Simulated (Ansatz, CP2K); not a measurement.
Given: the input of a run of Ansatz 0.2.0 on HfN. 

The input input.yaml:

```yaml
crystal:
  lattice:
    - [3.1904658, 0.0, 0.0]
    - [1.5952329, 2.7630244327, 0.0]
    - [1.5952329, 0.9210081442, 2.6050044173]
  atoms:
    - { symbol: Hf, position: [0.0, 0.0, 0.0] }
    - { symbol: "N", position: [0.5, 0.5, 0.5] }
hamiltonian:
  xc: pbe
  pseudopotentials: { kind: paw }
kpoints:
  mp_grid: { grid: [10, 10, 10] }
scf:
  occupations: { method: gaussian, width: 0.05 }
output:
  forces: true
  stress: true
  eigenvalues: true
```

Potentials or basis: Ansatz PAW.

Run with:

```sh
$ ansatz run input.yaml --threads 1 --pin off --max-ram 3584MiB --backend cpu --events-out ev --progress --plain --runs-dir out
```

What does the same run look like in CP2K 2026.2? Potentials or basis there: POTENTIAL_UZH Hf GTH-PBE-q12, N GTH-PBE-q5; TZVP-MOLOPT-PBE-GTH basis.

As run (cutoffs and basis follow the program's own potentials, and thresholds, step limits or extra output files can differ):

File hfn_scf.inp:

```
&GLOBAL
  PROJECT hfn_scf
  RUN_TYPE ENERGY_FORCE
  PRINT_LEVEL LOW
&END GLOBAL
&FORCE_EVAL
  METHOD QS
  STRESS_TENSOR ANALYTICAL
  &DFT
    BASIS_SET_FILE_NAME BASIS_MOLOPT_UZH
    POTENTIAL_FILE_NAME POTENTIAL_UZH
    &MGRID
      CUTOFF 450
      REL_CUTOFF 60
      NGRIDS 5
    &END MGRID
    &QS
      METHOD GPW
      EPS_DEFAULT 1.0E-10
    &END QS
    &KPOINTS
      SCHEME MONKHORST-PACK 10 10 10
      GAMMA_CENTERED T
      SYMMETRY T
      SYMMETRY_BACKEND SPGLIB
    &END KPOINTS
    &SCF
      SCF_GUESS ATOMIC
      EPS_SCF 1.0E-6
      MAX_SCF 100
      ADDED_MOS 13
      CHOLESKY OFF
      EPS_EIGVAL 1.0E-7
      &DIAGONALIZATION ON
        ALGORITHM STANDARD
      &END DIAGONALIZATION
      &MIXING ON
        METHOD BROYDEN_MIXING
        ALPHA 0.4
        BETA 1.5
        NBUFFER 8
      &END MIXING
      &SMEAR ON
        METHOD GAUSSIAN
        SIGMA [eV] 0.05
      &END SMEAR
    &END SCF
    &XC
      &XC_FUNCTIONAL PBE
      &END XC_FUNCTIONAL
    &END XC
    &PRINT
      &KPOINTS ON
      &END KPOINTS
      &MULLIKEN ON
      &END MULLIKEN
      &MO ON
        ENERGIES T
        OCCUPATION_NUMBERS T
        &EACH
          QS_SCF 0
        &END EACH
        ADD_LAST NUMERIC
      &END MO
      &LOWDIN ON
      &END LOWDIN
      &HIRSHFELD ON
        SHAPE_FUNCTION DENSITY
      &END HIRSHFELD
    &END PRINT
  &END DFT
  &SUBSYS
    &CELL
      ABC 3.1904658000 3.1904658000 3.1904658000
      ALPHA_BETA_GAMMA 60.0000000008 60.0000000002 60.0000000000
      PERIODIC XYZ
    &END CELL
    &COORD
      SCALED
      Hf  0.0000000000 0.0000000000 0.0000000000
      N   0.5000000000 0.5000000000 0.5000000000
    &END COORD
    &KIND Hf
      BASIS_SET TZVP-MOLOPT-PBE-GTH-q12
      POTENTIAL GTH-PBE-q12
    &END KIND
    &KIND N
      BASIS_SET TZVP-MOLOPT-PBE-GTH-q5
      POTENTIAL GTH-PBE-q5
    &END KIND
    &PRINT
      &ATOMIC_COORDINATES ON
      &END ATOMIC_COORDINATES
      &CELL ON
      &END CELL
    &END PRINT
  &END SUBSYS
  &PRINT
    &FORCES ON
    &END FORCES
    &STRESS_TENSOR ON
    &END STRESS_TENSOR
  &END PRINT
&END FORCE_EVAL
```

Potentials or basis: POTENTIAL_UZH Hf GTH-PBE-q12, N GTH-PBE-q5; TZVP-MOLOPT-PBE-GTH basis.

Command:

```sh
$ OMP_NUM_THREADS=1 cp2k.psmp -i hfn_scf.inp -o hfn_scf.out
```

Both were run:

|  | Ansatz | CP2K |
| --- | --- | --- |
| Pressure | 6.6 GPa | 2.1 GPa |

Ansatz's pressure holds a Pulay term of +0.50 GPa for its cutoff of 420 eV, which the other run lacks.

The potentials hold 31 and 17 valence electrons a cell.

Where Ansatz's input types no cutoff or centring, it takes its own default and a Γ-centred mesh.

The two runs disagree by more than potentials and bases usually give (in gap, levels, pressure or energy); the cause wasn't traced.

Pressure is positive in compression.
